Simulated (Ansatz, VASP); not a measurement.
# Two plane-wave programs on InH

```
In H
1.0
     3.07070    0.00000    0.00000
     0.00000    3.07070    0.00000
     0.00000    0.00000    3.07070
In H
1 1
Direct
  0.00000 0.00000 0.00000
  0.50000 0.50000 0.50000
```

Alike in both runs: task single point; functional LDA; k mesh 14 × 14 × 14; occupations fermi-dirac, width 0.15 eV; no spin polarisation.

|  | VASP | Ansatz |
| --- | --- | --- |
| version | VASP 6.6.1 | Ansatz 0.2.0 |
| potentials or method | VASP PAW LDA potentials, release 64 (In_d, H) | scalar-relativistic, plane waves, PAW |
| plane-wave cutoff (eV) | 520 | 420 |
| valence electrons in the cell | 14 | 14 |

```csv
,VASP,Ansatz,Ansatz less VASP
gap on the k mesh at the Fermi level (eV),none,none,-
pressure (GPa),-0.8,-0.7,+0.03
```

A gap of «none» marks a metal or a gap that the smearing closes.
